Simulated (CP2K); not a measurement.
**SnTe under changes of volume**

One of the cells (31.281 Å³/atom); the others are scaled copies at fixed shape and fractional positions:

```
Te Sn
1.0
     4.45597    0.00000    0.00000
     2.22799    3.85899    0.00000
     2.22799    1.28633    3.63829
Te Sn
1 1
Direct
  0.50000 0.50000 0.50000
  0.00000 0.00000 0.00000
```

* Program: CP2K 2026.2
* Functional: r2SCAN
* Potentials or basis: POTENTIAL_UZH Te GTH-SCAN-q6, Sn GTH-SCAN-q4; TZVP-MOLOPT-SCAN-GTH basis
* Density cutoff: 9184 eV
* k mesh: 7 × 7 × 7
* Occupations: fermi-dirac, width 0.05 eV
* Spin: no spin polarisation

```csv
volume (Å³/atom),energy over the lowest point (meV/atom),pressure (GPa)
29.404,17.19,3.1
30.030,7.39,1.9
30.656,1.80,0.9
31.281,0.00,0.0
31.907,1.61,-0.8
32.532,6.27,-1.6
33.158,?,?
```

What does the run at 33.158 Å³/atom give?

Energy over the lowest point 13.69 meV/atom; pressure -2.2 GPa.

Worked out: A Birch-Murnaghan fit of order 3 (a polynomial in V^(-2/3)) to the other rows has its minimum at 31.29 Å³/atom with B0 = V·E''(V) = 44 GPa and B' = 4.3. It gives 13.70 meV/atom at 33.158 Å³/atom, against the run's 13.69, and -dE/dV = -2.2 GPa, against -2.2.

Energies are extrapolated to zero smearing.

Caveats: the basis of atomic orbitals isn't converged, which shifts pressures, moduli and gaps.
